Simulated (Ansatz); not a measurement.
CO2:

```xyz
6
Lattice="-1.9747 1.9747 3.0141 1.9747 -1.9747 3.0141 1.9747 1.9747 -3.0141" Properties=species:S:1:pos:R:3 pbc="T T T"
O     1.3223    0.9874    3.7676
O     0.6525    0.9874    0.7535
O     2.9621    0.6525   -0.7535
O    -0.9874    1.3223    2.2605
C     0.0000    0.0000    0.0000
C     0.0000    1.9747    1.5070
```

The cell comes from a database or a generator and needn't be the stable form of this composition.

Base run:

```yaml
Program: Ansatz 0.2.0
Functional: PBEsol
Potentials_or_basis: all-electron LAPW, scalar-relativistic
Cutoff: 556 eV (chosen from the basis error)
Basis_error_allowed: 0.002 eV/atom
k_mesh: 9 × 9 × 9
Occupations: fermi-dirac, width 0.05 eV
Spin: no spin polarisation
```

Its results: band gap on the k mesh 7.58 eV, indirect (least direct gap 8.04 eV); pressure -6.3 GPa; largest force 0.192 eV/Å.

Task: The run is repeated on the same cell with these changes: functional from PBEsol to LDA. What comes out?

Result: Band gap on the k mesh 7.45 eV, indirect (least direct gap 7.93 eV); pressure -13.4 GPa; largest force 0.502 eV/Å.

LDA binds more tightly than PBEsol, so the same cell stands under less pressure.
